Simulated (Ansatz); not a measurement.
## Is this NaF structure a true minimum?

It was reached by relaxing an invented guess, and it needn't be the stable form of this composition.

Computed with DFT PBE, scalar-relativistic, plane waves, PAW (Ansatz). Plane waves to 420 eV, a k mesh through Γ of 8×8×8 on the computed 4-atom cell and Gaussian smearing (0.02 eV); no spin polarisation.

The cell below (4 atoms, space group Fdd2 (No. 43)) is relaxed within its symmetry.

```yaml
crystal:
  lattice:
    - [0.00000, 3.17454, 5.74238]
    - [1.65019, 0.00000, 5.74238]
    - [1.65019, 3.17454, 0.00000]
  atoms:
    - { symbol: Na, position: [0.81650, 0.81650, 0.18350] }
    - { symbol: Na, position: [0.06650, 0.06650, 0.43350] }
    - { symbol: F, position: [0.18350, 0.18350, 0.81650] }
    - { symbol: F, position: [0.43350, 0.43350, 0.06650] }
```

For the test a repeat of it with 8 atoms (edges 3.58, 5.88, 5.97 Å) was strained at random (σ = 1.5 % a component), the atoms were moved at random (σ = 0.15 Å), and all was relaxed again on a coarse 4×4×4 mesh (in the run’s order of axes) with 0.10 eV smearing, with no symmetry imposed.

Question: Does it come back?

Answer: It doesn't return. The energy falls by 92 meV/atom on that mesh, the volume changes by -13.7 %, and the end has space group Fm-3m (No. 225) at a loose tolerance. Relaxed again on an 8×8×8 mesh with 0.02 eV smearing, the new structure lies 92 meV/atom below the first (mesh in the axes of the run's cell; the cell below is made exact in the group named). Space group Fm-3m (No. 225), cubic, a = 4.700 Å. Na is surrounded by 6 F at 2.35 Å; around F lie 6 Na at 2.35 Å.

```
Na F
1.0
     0.00000    2.34979    2.34979
     2.34979    0.00000    2.34979
     2.34979    2.34979    0.00000
Na F
1 1
Direct
  0.00000 0.00000 0.00000
  0.50000 0.50000 0.50000
```
